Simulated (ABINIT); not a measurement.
The system is ZrB2.

```
Zr B
1.0
     3.17000    0.00000    0.00000
    -1.58500    2.74530    0.00000
     0.00000    0.00000    3.53300
Zr B
1 2
Direct
  0.00000 0.00000 0.00000
  0.66667 0.33333 0.50000
  0.33333 0.66667 0.50000
```

Base run:

- Program: ABINIT 10.8.3 (patched build)
- Functional: PBE
- Potentials or basis: PseudoDojo NC SR PBE v0.4.1 standard
- Cutoff: 1034 eV
- k mesh: 8 × 8 × 6
- Occupations: fermi-dirac, width 0.05 eV
- Spin: no spin polarisation

Its results: band gap on the k mesh none (metal or under the smearing width); pressure 0.7 GPa.

The run is repeated on the same cell with these changes: functional from PBE to PBEsol; potentials or basis from PseudoDojo NC SR PBE v0.4.1 standard to PseudoDojo NC SR PBEsol v0.4.1 standard; cutoff from 1034 eV to 925 eV. What comes out?

Band gap on the k mesh none (metal or under the smearing width); pressure -3.9 GPa.

Not every run made on this cell is shown here.
